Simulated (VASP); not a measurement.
A run of VASP 6.6.1:

File INCAR:

```
PREC     = Accurate       # precision mode
ENCUT    = 600            # plane-wave cutoff, eV
EDIFF    = 1E-7           # SCF threshold, eV
ISMEAR   = 0              # smearing method
SIGMA    = 0.1            # smearing width, eV
LREAL    = F              # projectors in reciprocal space
LASPH    = T              # aspherical terms in the spheres
NELM     = 80             # most SCF steps
ALGO     = Normal         # electronic algorithm
ISIF     = 3              # what is computed and relaxed
LWAVE    = F              # write WAVECAR
LCHARG   = F              # write CHGCAR
METAGGA  = R2SCAN         # meta-GGA
LMIXTAU  = T            
IBRION   = 2              # ionic algorithm
NSW      = 90             # ionic steps
EDIFFG   = -0.005         # ionic threshold
```

The input KPOINTS:

```
Automatic mesh
0
Gamma
  14 14 14
```

The input POSCAR:

```
Pb
1.0
    0.0000000000      2.4750200000      2.4750200000
    2.4750200000      0.0000000000      2.4750200000
    2.4750200000      2.4750200000      0.0000000000
Pb
1
Direct
    0.0000000000      0.0000000000      0.0000000000
```

Potentials or basis: VASP PAW PBE potentials, release 64 (Pb_d).

Run with:

```sh
$ cat potpaw_PBE.64/Pb_d/POTCAR > POTCAR
$ mpirun -np 1 vasp_std > vasp.out
```

Hardware: 1 thread of Intel(R) Xeon(R) 6975P-C (Granite Rapids) (shared host).

**Question.** Estimate the wall time of this run.

**Answer.** It took 3.2 min on 1 thread of Intel(R) Xeon(R) 6975P-C (Granite Rapids), with other jobs on the host, peak memory 0.2 GiB. Counts: scf iterations 43, k points 104, ion steps 3.
